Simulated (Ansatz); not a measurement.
Here is an Ansatz 0.2.0 calculation.

The input input.yaml:

```yaml
crystal:
  lattice:
    - [3.456, 0.0, 0.0]
    - [-1.728, 2.9929837955, 0.0]
    - [0.0, 0.0, 5.525]
  atoms:
    - { symbol: Tl, position: [0.6666666667, 0.3333333333, 0.75] }
    - { symbol: Tl, position: [0.3333333333, 0.6666666667, 0.25] }
hamiltonian:
  xc: pbe
  pseudopotentials: { kind: paw, level: accurate }
kpoints:
  mp_grid: { grid: [9, 9, 5] }
  band_path:
    path:
      - [[0.0, 0.0, 0.0], [0.5, 0.0, 0.0], [0.3333333333, 0.3333333333, 0.0], [0.0, 0.0, 0.0], [0.0, 0.0, 0.5], [0.5, 0.0, 0.5], [0.3333333333, 0.3333333333, 0.5], [0.0, 0.0, 0.5]]
      - [[0.5, 0.0, 0.5], [0.5, 0.0, 0.0]]
      - [[0.3333333333, 0.3333333333, 0.0], [0.3333333333, 0.3333333333, 0.5]]
    npoints: 14
scf:
  occupations: { method: fermi_dirac, width: 0.05 }
  n_extra_bands: 6
output:
  forces: true
  stress: true
  eigenvalues: true
  fatbands: false
  write_density: true
  write_potential: true
  elf: true
  volumetric_format: npy
```

Potentials or basis: Ansatz PAW earlier set.

The run is started by

```bash
$ ansatz run input.yaml --threads 2 --pin off --max-ram 5632MiB --backend cpu --events-out ev --progress --plain --runs-dir out
```

(1) Estimate the band gap on the k mesh.

(2) Estimate the pressure.

## Answers

(1) none (metal or under the smearing width).

(2) 3.5 GPa.

Caveat: spin-orbit coupling is left out, which moves the levels of the heavy elements.
